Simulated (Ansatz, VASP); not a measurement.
# Cross-check of ZrC (CsCl type (invented)) between VASP and Ansatz, part 2 of 2

One calculation is typed for both programs; each brings its own data sets. How far apart do they land? The cell is generated by rule, not measured, and may not be a known phase. Of the first pair: The two relaxations start from unlike cells of this crystal (the structure described is Ansatz's start), so only their ends are compared.

VASP 6.6.1 and Ansatz 0.2.0.

So far: Set-up; VASP: relaxation of cell and atoms, PBE, pair 1; Ansatz: relaxation of cell and atoms, PBE, pair 1; Comparison.

## (5) Ansatz: relaxation of cell and atoms, PBE, pair 2

Level of this step: Ansatz beside VASP: Kohn-Sham DFT, plane waves, PBE (Ansatz).

The relaxed volume is the usual yardstick between codes: in a stiff, nearly cubic crystal its relative difference is about their pressure difference at one cell divided by the bulk modulus. Its start cell is another than that of the pair before, and may be another structure of the material.

The cell is taken from a series of runs on this material, whose earlier steps may have relaxed, scaled, displaced or heated it; both programs get it as it stands.

input.yaml reads:

```yaml
crystal:
  lattice:
    - [2.9180948324, 0.0, 0.0]
    - [0.0, 2.9180948324, 0.0]
    - [0.0, 0.0, 2.9180948324]
  atoms:
    - { symbol: Zr, position: [0.0, 0.0, 0.0] }
    - { symbol: C, position: [0.5, 0.5, 0.5] }
kpoints:
  mp_grid: { grid: [14, 14, 14] }
hamiltonian:
  xc: pbe
scf:
  occupations: { method: gaussian, width: 0.1 }
output:
  forces: true
  stress: true
  eigenvalues: true
  write_density: true
  write_potential: true
  elf: true
  volumetric_format: npy
relax:
  adjacent_minimum: "off"
  f_tol: 0.005
  max_steps: 80
  cell: { stress_tol: 0.05 }
```

The run is started by

```
ansatz run input.yaml --threads 2 --pin off --max-ram 5120MiB --backend cpu --events-out ev --progress --plain --runs-dir out
```

Numbers of over 12 decimals in the logs are rounded to 6 here.

Output:

```text
[...]
Crystal: 2 atoms, lattice volume = 24.848 Å³
Basis set: ecut = 420 eV, 461 PW (Γ), exchange–correlation on 40×40×40 points (8 copies of the dense FFT grid, shifted against one another)
Bands: 12, of which v1, the nominal top of the filled ones, is band 8 counted from 1 (7 counted from 0)
Symmetry: 48 space group operations
[...]
k-points: 120 of 2744
[...]
k-point 119: bands = [... 4 lower, 8.6216, 10.6004, 10.6004, 10.6004, 23.5685, 23.5685, 24.5295, 24.5295]
--- Relaxed structure (3 steps of the walk, 3 accepted, 1 SCFs on fresh bases) ---
[...]
cell:  # Å, volume = 24.9359 Å³
    - [2.921517, 0, 0]
    - [0, 2.921517, 0.0]
    - [0, 0.0, 2.921517]
  atoms:
    - { symbol: Zr, position: [0, 0, 0] }
    - { symbol: C, position: [0.5, 0.5, 0.5] }
[key lines of the parts left out:]
SCF converged after 8 iterations
Free energy (F): -4434.034274 eV
Fermi energy:    15.920054 eV
P = ⅓ Tr σ = 0.0034 GPa (0.034 kbar)
```

## (6) VASP: relaxation of cell and atoms, PBE, pair 2

The same cell, functional, mesh and smearing now go to VASP, with its own data sets.

INCAR reads:

```
SYSTEM = ZrC
PREC = Accurate
ENCUT = 600
EDIFF = 1E-07
NELM = 120
ISMEAR = 0
SIGMA = 0.1
LREAL = .FALSE.
ALGO = Normal
GGA = PE
NBANDS = 14
LASPH = .TRUE.
LORBIT = 11
LWAVE = .FALSE.
LCHARG = .FALSE.
ISIF = 3
IBRION = 2
NSW = 80
EDIFFG = -0.005
GGA_COMPAT = .FALSE.
NELMIN = 4
```

POSCAR reads:

```
ZrC
1.0
    2.9180950000      0.0000000000      0.0000000000
    0.0000000000      2.9180950000      0.0000000000
    0.0000000000      0.0000000000      2.9180950000
Zr C
1 1
Direct
    0.0000000000      0.0000000000      0.0000000000
    0.4999998287      0.4999998287      0.4999998287
```

KPOINTS reads:

```
Automatic mesh
0
Gamma
14 14 14
0 0 0
```

Potentials, in the order of the species: Zr_sv and C (PBE family, release 64).

The run is started by

```
mpirun -np 1 vasp_std
```

Output:

```text
[... set-up lines as in an earlier step ...]
 entering main loop
       N       E                     dE             d eps       ncg     rms          rms(c)
DAV:   1     0.114569184980E+03    0.11457E+03   -0.95076E+03  3360   0.129E+03
DAV:   2    -0.155240325110E+02   -0.13009E+03   -0.12197E+03  4242   0.316E+02
DAV:   3    -0.204880621928E+02   -0.49640E+01   -0.48993E+01  5038   0.551E+01
DAV:   4    -0.205978701416E+02   -0.10981E+00   -0.10973E+00  4148   0.774E+00
[...]
DAV:  13    -0.170030531455E+02    0.11294E-04   -0.11660E-05  4296   0.333E-02    0.490E-03
DAV:  14    -0.170030533096E+02   -0.16415E-06   -0.73409E-07  4230   0.768E-03    0.768E-04
DAV:  15    -0.170030532599E+02    0.49704E-07   -0.64680E-08  2976   0.274E-03
   1 F= -.17003053E+02 E0= -.16996418E+02  d E =-.170031E+02
[...]
N       E                     dE             d eps       ncg     rms          rms(c)
DAV:   1    -0.170124938464E+02   -0.94405E-02   -0.26743E-01  4434   0.523E+00    0.107E+00
[...]
2 F= -.17002950E+02 E0= -.16996287E+02  d E =0.103069E-03
 trial-energy change:    0.000103  1 .order    0.000093   -0.001163    0.001348
 step:   0.4569(harm=  0.4631)  dis= 0.00000  next Energy=   -17.003318 (dE=-0.265E-03)
[...]
N       E                     dE             d eps       ncg     rms          rms(c)
DAV:   1    -0.170061155131E+02   -0.31654E-02   -0.78936E-02  4464   0.284E+00    0.580E-01
DAV:   2    -0.170040004739E+02    0.21150E-02   -0.60432E-03  4128   0.907E-01    0.202E-01
DAV:   3    -0.170033470581E+02    0.65342E-03   -0.11995E-03  4002   0.252E-01    0.847E-02
DAV:   4    -0.170032443037E+02    0.10275E-03   -0.79430E-04  5414   0.245E-01    0.702E-02
DAV:   5    -0.170032902122E+02   -0.45908E-04   -0.30398E-05  4492   0.508E-02    0.243E-02
DAV:   6    -0.170033149698E+02   -0.24758E-04   -0.48100E-05  4510   0.399E-02    0.794E-03
DAV:   7    -0.170033156684E+02   -0.69858E-06   -0.11498E-06  3926   0.958E-03    0.742E-03
DAV:   8    -0.170033169590E+02   -0.12907E-05   -0.36529E-07  4640   0.621E-03    0.524E-04
DAV:   9    -0.170033168661E+02    0.92956E-07   -0.20677E-08  1960   0.129E-03
   3 F= -.17003317E+02 E0= -.16996668E+02  d E =-.263606E-03
[...]
reached required accuracy - stopping structural energy minimisation
```

From OUTCAR (step 6):

```text
  Total        0.0007283      0.0007283      0.0007283      0.0000000      0.0000000     -0.0000000
  in kB        0.0467607      0.0467607      0.0467607      0.0000000      0.0000000     -0.0000000
  external PRESSURE =       0.0467607 kB  Pullay stress =       0.0000000 kB

 POSITION                                       TOTAL-FORCE (eV/Angst)
 -----------------------------------------------------------------------------------
      0.00000      0.00000      0.00000         0.000000      0.000000      0.000000
      1.46109      1.46109      1.46109        -0.000000     -0.000000      0.000000
 -----------------------------------------------------------------------------------
    total drift:                                0.000116      0.000116      0.000116

  FREE ENERGIE OF THE ION-ELECTRON SYSTEM (eV)
  ---------------------------------------------------
  free  energy   TOTEN  =       -17.0033168661 eV

  energy  without entropy=      -16.9900201159  energy(sigma->0) =      -16.99666849

[... 1 part as in an earlier step ...]

[... 3 further parts left out ...]
[key lines of the parts left out:]
E-fermi :  10.4347
```

## (7) Side by side

Compared:

```
                                         quantity  Ansatz   VASP  difference
                                      volume (Å³)   24.94  24.95     -0.07 %
edge a after relaxation, in the typed setting (Å)   2.921  2.922     -0.02 %
```

## (8) Outcome

```
difference in volume (relaxation of cell and atoms, PBE, pair 1) : -0.24 %
difference in volume (relaxation of cell and atoms, PBE, pair 2) : -0.067 %
```

What this shows: The difference in volume is -0.24 % (relaxation of cell and atoms, PBE, pair 1), within the 1.2 % picked in this series as the mark of a large difference, as far as the stopping tolerances let one tell. Such differences can come from data sets, numerical settings and the points named under the comparisons, not from the functional's error against experiment.

[Lines on the potential files, build, host, timing and source positions are cut from VASP's logs without a mark.]

[Logs are printed without paths, hosts, clocks, repeated set-up lines and the standing remarks that a program may print on its own settings, such as how far it seeks lower states.]

[Hosts, paths, dates, database ids (printed as entryN), source tags and the programs' standing remarks are cut or masked in the printed files.]
